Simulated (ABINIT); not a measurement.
# AlN (P6_3mc) in ABINIT: further runs

Aim: see how the results for AlN move with the level of theory and the settings. Levels: LDA, PBEsol, PBE. Tasks: single point, relaxation of cell and atoms.

All numbers are computed with ABINIT 10.8.3 (patched build); they aren't measurements. Logs are shortened: lines on timing, memory, paths and dates and some standing lists are left out, and cuts for length are marked. The log counts tension as positive stress, the text compression.

**The experiment to reproduce.**

From “Structural and optical properties of self-assembled AlN nanowires grown on SiO2/Si substrates by molecular beam epitaxy”, 2024, arxiv:2402.00216, for a bulk crystal of AlN at 0 K: band gap 6.0343 eV (an exciton energy, a little under the gap).

From “Self-assembly of well-separated AlN nanowires directly on sputtered metallic TiN films”, 2019, arxiv:1910.07391, for a bulk crystal of AlN at 10 K: band gap 6.034 eV (an exciton energy, a little under the gap).

The results are compared with them further down.

## Step 1: The structure

It takes space group P6_3mc (No. 186, hexagonal). Conventional cell: a = 3.113 Å, b = 3.113 Å, c = 4.981 Å, α = 90.00°, β = 90.00°, γ = 120.00°. Al (site symmetry 3m) has 4 N at 1.89 Å as nearest neighbours. N (site symmetry 3m) has 4 Al at 1.89 Å as nearest neighbours.

## Step 2: Single point, LDA

run.abi reads:

```
# Pseudopotentials
pp_dirpath "./"
pseudos "Al.upf, N.upf"

# Structure
acell 3*1.0
rprim
     5.8827174260     0.0000000000     0.0000000000
    -2.9413587130     5.0945827342     0.0000000000
     0.0000000000     0.0000000000     9.4127258268
ntypat 2
znucl 13 7
natom 4
typat 1 1 2 2
xcart
     2.9413587133     1.6981942446     4.7063629134
    -0.0000000003     3.3963884896     0.0000000000
     2.9413587133     1.6981942446     8.2831987275
    -0.0000000003     3.3963884896     3.5768358142

# Plane-wave basis
ecut 36.0

# k points
kptopt 1
ngkpt 8 8 4
nshiftk 1
shiftk 0.0 0.0 0.0

# Exchange and correlation
ixc 7

# Bands and occupations
nband 12
occopt 3
tsmear 0.05 eV

# SCF cycle
nstep 100
tolvrs 1.0e-10

# Output
iomode 3
prtwf 0
prtden 0
prteig 0
prtebands 0
enunit 1
```

Potentials or basis: PseudoDojo NC SR LDA v0.4 stringent.

Command:

```console
$ abinit run.abi > log 2>&1
```

run.abo:

```text
.Version 10.8.3 of ABINIT
 Symmetries : space group P6_3 m c (#186); Bravais hP (primitive hexag.)
================================================================================
 Values of the parameters that define the memory need of the present run
     intxc =       0    ionmov =       0      iscf =       7    lmnmax =       6
     lnmax =       6     mgfft =      54  mpssoang =       3    mqgrid =    3001
     natom =       4  nloc_mem =       1    nspden =       1   nspinor =       1
    nsppol =       1      nsym =      12    n1xccc =    2501    ntypat =       2
    occopt =       3   xclevel =       1
       mpw =        2937          nfft =       55296          nkpt =          30
================================================================================
================================================================================

--------------------------------------------------------------------------------
------------- Echo of variables that govern the present computation ------------
--------------------------------------------------------------------------------
 -outvars: echo values of preprocessed input variables --------
            acell      1.0000000000E+00  1.0000000000E+00  1.0000000000E+00 Bohr
              amu      2.69815390E+01  1.40067400E+01
             ecut      3.60000000E+01 Hartree
           enunit           1
              ixc           7
         kptrlatt        8    0    0      0    8    0      0    0    4
          kptrlen      3.76509033E+01
            natom           4
            nband          12
            ngfft          32      32      54
             nkpt          30
            nstep         100
             nsym          12
           ntypat           2
           occopt           3
           prtden           0
        prtebands           0
           prteig           0
            prtwf           0
            rprim      5.8827174260E+00  0.0000000000E+00  0.0000000000E+00
                      -2.9413587130E+00  5.0945827342E+00  0.0000000000E+00
                       0.0000000000E+00  0.0000000000E+00  9.4127258268E+00
          spgroup         186
           tolvrs      1.00000000E-10
           tsmear      1.83746611E-03 Hartree
            typat      1  1  2  2
           xangst      1.5564999990E+00  8.9864569339E-01  2.4904999983E+00
                      -3.6404751701E-16  1.7972913868E+00  0.0000000000E+00
                       1.5564999990E+00  8.9864569339E-01  4.3832799970E+00
                      -3.6404751701E-16  1.7972913868E+00  1.8927799987E+00
            xcart      2.9413587130E+00  1.6981942447E+00  4.7063629134E+00
                      -6.8795010396E-16  3.3963884895E+00  0.0000000000E+00
                       2.9413587130E+00  1.6981942447E+00  8.2831987276E+00
                      -6.8795010396E-16  3.3963884895E+00  3.5768358141E+00
             xred      6.6666666667E-01  3.3333333333E-01  5.0000000000E-01
[... 123 lines left out ...]
    1       0.000000000000      0.000000000000      0.020905024056
    2      -0.000000000000      0.000000000000      0.020905024056
    3       0.000000000000      0.000000000000     -0.020905133767
    4       0.000000000000      0.000000000000     -0.020905133767

 cartesian coordinates (angstrom) at end:
    1      1.55649999895463     0.89864569338986     2.49049999832074
    2     -0.00000000000000     1.79729138677972     0.00000000000000
    3      1.55649999895463     0.89864569338986     4.38327999702652
    4     -0.00000000000000     1.79729138677972     1.89277999870577

 cartesian forces (hartree/bohr) at end:
    1     -0.00000000000000    -0.00000000000000    -0.00222093783417
    2      0.00000000000000     0.00000000000000    -0.00222093783417
    3     -0.00000000000000    -0.00000000000000     0.00222093783417
    4     -0.00000000000000    -0.00000000000000     0.00222093783417
 frms,max,avg= 1.2822591E-03 2.2209378E-03   0.000E+00  0.000E+00  5.828E-09 h/b

 cartesian forces (eV/Angstrom) at end:
    1     -0.00000000000000    -0.00000000000000    -0.11420521524710
    2      0.00000000000000     0.00000000000000    -0.11420521524710
    3     -0.00000000000000    -0.00000000000000     0.11420521524710
    4     -0.00000000000000    -0.00000000000000     0.11420521524710
 frms,max,avg= 6.5936412E-02 1.1420522E-01   0.000E+00  0.000E+00  2.997E-07 e/A
 length scales=  1.000000000000  1.000000000000  1.000000000000 bohr
              =  0.529177210544  0.529177210544  0.529177210544 angstroms
 Fermi (or HOMO) energy (eV) =   7.28610   Average Vxc (eV)= -10.96817
 Eigenvalues (   eV  ) for nkpt=  30  k points:
 kpt#   1, nband= 12, wtk=  0.00391, kpt=  0.0000  0.0000  0.0000 (reduced coord)
  -9.32972   -7.10656   -0.36505    4.82179    4.82179    5.48022    5.48022    5.65840
   9.91376   12.22167   16.46009   16.65558
 prteigrs : prtvol=0 or 1, do not print more k-points.

--- !EnergyTerms
iteration_state     : {dtset: 1, }
comment             : Components of total free energy in Hartree
kinetic             :  1.63928573499727E+01
hartree             :  5.61675872644758E+00
xc                  : -8.49224424660709E+00
Ewald energy        : -2.17432241418271E+01
psp_core            :  6.67244708407901E-01
local_psp           : -1.66978112080878E+01
non_local_psp       : -1.42977860857797E+00
internal            : -2.56861974202717E+01
'-kT*entropy'       :  1.25327081198538E-15
total_energy        : -2.56861974202717E+01
total_energy_eV     : -6.98957039193534E+02
band_energy         :  2.79464054818106E-01
...

 Cartesian components of stress tensor (hartree/bohr^3)
  sigma(1 1)=  2.34252921E-04  sigma(3 2)=  0.00000000E+00
  sigma(2 2)=  2.34252921E-04  sigma(3 1)=  0.00000000E+00
  sigma(3 3)=  1.73958733E-04  sigma(2 1)=  0.00000000E+00

-Cartesian components of stress tensor (GPa)         [Pressure= -6.3007E+00 GPa]
- sigma(1 1)=  6.89195889E+00  sigma(3 2)=  0.00000000E+00
- sigma(2 2)=  6.89195889E+00  sigma(3 1)=  0.00000000E+00
- sigma(3 3)=  5.11804263E+00  sigma(2 1)=  0.00000000E+00

== END DATASET(S) ==============================================================
================================================================================

 -outvars: echo values of variables after computation  --------
            acell      1.0000000000E+00  1.0000000000E+00  1.0000000000E+00 Bohr
           etotal     -2.5686197420E+01
            fcart     -1.4303791450E-30 -8.2582978444E-31 -2.2209378342E-03
                       1.4303791450E-30  8.2582978444E-31 -2.2209378342E-03
                      -0.0000000000E+00 -0.0000000000E+00  2.2209378342E-03
                      -0.0000000000E+00 -0.0000000000E+00  2.2209378342E-03
            rprim      5.8827174260E+00  0.0000000000E+00  0.0000000000E+00
                      -2.9413587130E+00  5.0945827342E+00  0.0000000000E+00
                       0.0000000000E+00  0.0000000000E+00  9.4127258268E+00
           strten      2.3425292136E-04  2.3425292136E-04  1.7395873331E-04
                       0.0000000000E+00  0.0000000000E+00  0.0000000000E+00
           xangst      1.5564999990E+00  8.9864569339E-01  2.4904999983E+00
                      -3.6404751701E-16  1.7972913868E+00  0.0000000000E+00
                       1.5564999990E+00  8.9864569339E-01  4.3832799970E+00
                      -3.6404751701E-16  1.7972913868E+00  1.8927799987E+00
             xred      6.6666666667E-01  3.3333333333E-01  5.0000000000E-01
                       3.3333333333E-01  6.6666666667E-01  0.0000000000E+00
                       6.6666666667E-01  3.3333333333E-01  8.8000000000E-01
                       3.3333333333E-01  6.6666666667E-01  3.8000000000E-01
 Calculation completed.
```

Run time: 28 s. Hardware: 1 thread of Arm Neoverse V1, shared host; peak memory 0.08 GiB.

Results:

```
Free energy                                           : -698.9570 eV
Pressure                                              : -6.3 GPa
Largest force                                         : 0.114 eV/Å
Band gap on the k mesh                                : 4.26 eV, direct
Valence electrons inside the program's atomic spheres : Al 1.12; N 5.35
```

Forces on the atoms (eV/Å):
```
Al   0.000  0.000 -0.114
Al   0.000  0.000 -0.114
N    0.000  0.000  0.114
N    0.000  0.000  0.114
```

Levels at points of the mesh, in eV from the valence-band top:
| k point | band 6 | band 7 | band 8 | band 9 | band 10 | band 11 |
| --- | --- | --- | --- | --- | --- | --- |
| (0.00, 0.00, 0.00) | -0.18 | -0.18 | 0.00 | 4.26 | 6.56 | 10.80 |
| (0.50, 0.00, 0.00) | -2.08 | -1.79 | -0.66 | 5.70 | 5.72 | 8.11 |
| (0.00, 0.00, 0.50) | -0.52 | -0.52 | -0.52 | 6.43 | 6.43 | 10.17 |
| (0.50, 0.00, 0.50) | -1.45 | -1.36 | -1.36 | 5.24 | 5.24 | 9.14 |

[end of part 1 of 2]
